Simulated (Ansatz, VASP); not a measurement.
## Two plane-wave programs on ZrB2 (k07)

```
Zr B
1.0
     3.17000    0.00000    0.00000
    -1.58500    2.74530    0.00000
     0.00000    0.00000    3.53300
Zr B
1 2
Direct
  0.00000 0.00000 0.00000
  0.33333 0.66667 0.50000
  0.66667 0.33333 0.50000
```

Alike in both runs: task relaxation of cell and atoms; functional PBE; k mesh 21 × 21 × 16; occupations gaussian, width 0.1 eV; no spin polarisation.

```csv
,VASP,Ansatz
version,VASP 6.6.1,Ansatz 0.2.0
potentials or method,"VASP PAW PBE potentials, release 64 (Zr_sv, B)","scalar-relativistic, plane waves, PAW"
plane-wave cutoff (eV),600,420
valence electrons in the cell,18,18
```

|  | VASP | Ansatz | Ansatz less VASP |
| --- | --- | --- | --- |
| gap on the k mesh at the Fermi level, each at its own relaxed structure (eV) | none | none | - |
| relaxed volume (Å³/atom) | 10.29 | 10.28 | -0.006 |
| relaxed cell length with the largest relative difference (Å) | 3.543 | 3.542 | -0.0013 |

A gap of «none» marks a metal or a gap that the smearing closes.

PBE usually gives volumes a little too large and moduli too small. Zero-point motion and thermal expansion aren't in these numbers.
